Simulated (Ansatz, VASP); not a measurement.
TaN: VASP beside Ansatz

Contents of POSCAR:

```
TaN
1.0
    0.0000000000      2.4911437700      2.4911437700
    2.4911437700      0.0000000000      2.4911437700
    2.4911437700      2.4911437700      0.0000000000
Ta N
1 1
Direct
    0.0000000000      0.0000000000      0.0000000000
    0.2500000000      0.2500000000      0.2500000000
```

The input INCAR.step1:

```
SYSTEM = TaN
PREC = Accurate
ENCUT = 520
ISMEAR = 0
SIGMA = 0.05
LREAL = .False.
LASPH = .True.
NELM = 150
ISPIN = 2
MAGMOM = 2 0
LMAXMIX = 4
LDAU = .True.
LDAUTYPE = 1
LDAUL = 2 -1
LDAUU = 4 0
LDAUJ = 0.9 0
NBANDS = 19
GGA = PE
ALGO = Normal
EDIFF = 1E-4
LWAVE = .True.
LCHARG = .False.
```

File INCAR.step2:

```
SYSTEM = TaN
PREC = Accurate
ENCUT = 520
EDIFF = 1E-7
ISMEAR = 0
SIGMA = 0.05
LREAL = .False.
LASPH = .True.
NELM = 150
ALGO = Normal
ISIF = 2
LWAVE = .False.
LCHARG = .False.
ISPIN = 2
MAGMOM = 2 0
LORBIT = 11
LMAXMIX = 4
LDAU = .True.
LDAUTYPE = 1
LDAUL = 2 -1
LDAUU = 4 0
LDAUJ = 0.9 0
LDAUPRINT = 1
METAGGA = R2SCAN
LMIXTAU = .True.
NBANDS = 19
ISTART = 1
```

File KPOINTS:

```
regular mesh
0
Gamma
  7 7 7
  0 0 0
```

Input for Ansatz:

```yaml
crystal:
  lattice:
    - [0.0, 2.49114377, 2.49114377]
    - [2.49114377, 0.0, 2.49114377]
    - [2.49114377, 2.49114377, 0.0]
  atoms:
    - { symbol: Ta, position: [0.0, 0.0, 0.0], spin: 2.0 }
    - { symbol: "N", position: [0.25, 0.25, 0.25] }
basis:
  ecutwfc: 500
  ecutrho_ratio: 4
kpoints:
  mp_grid: { grid: [7, 7, 7] }
hamiltonian:
  xc: r2scan
  hubbard: { sites: [{ site: 0, l: d, u: 4.0, j: 0.9 }] }
scf:
  occupations: { method: gaussian, width: 0.05 }
output:
  forces: true
  stress: true
  eigenvalues: true
  populations: true
  hubbard: { sites: [{ site: 0, l: d }] }
  write_density: true
  write_potential: true
  elf: true
  volumetric_format: npy
magnetization:
  spin_polarized: true
```

Alike in both runs: task single point; functional r2SCAN; k mesh 7 × 7 × 7; occupations gaussian, width 0.05 eV; collinear spin; Hubbard terms Ta d U = 4.0 eV, J = 0.9 eV.

|  | VASP | Ansatz |
| --- | --- | --- |
| version | VASP 6.6.1 | Ansatz 0.2.0 |
| potentials or method | VASP PAW PBE potentials, release 64 (Ta_pv, N) | scalar-relativistic, plane waves, PAW |
| plane-wave cutoff (eV) | 520 | 500 |
| valence electrons in the cell | 16 | 18 |

|  | VASP | Ansatz | Ansatz less VASP |
| --- | --- | --- | --- |
| gap on the k mesh at the Fermi level (eV) | none | none | - |
| pressure (GPa) | -24.2 | -18.4 | +5.82 |
| largest component of the traceless stress (GPa) | 0.00 | 0.37 | +0.371 |
| net moment per atom (μB) | 0.03 | 0.42 | +0.395 |
| size of the moment on the site where the two differ most (μB) | 0.05 | 0.44 | +0.384 |

The net moments differ so much that the two runs ended in different magnetic states, which moves the other rows too. Site moments also hang on the region over which each program counts them. The programs project onto different local orbitals, so the same U acts differently. A gap of «none» marks a metal or a gap that the smearing closes. The two sets of potentials don't hold the same shells in valence. Ansatz warned: «filled_band_counts_differ_across_k_points».

Caveats: the PAW data sets were made with another functional, which shifts forces and pressure a little (VASP). The state reached can hang on the start; a lower one may exist. Spin-orbit coupling is left out, which matters for the levels of Ta.
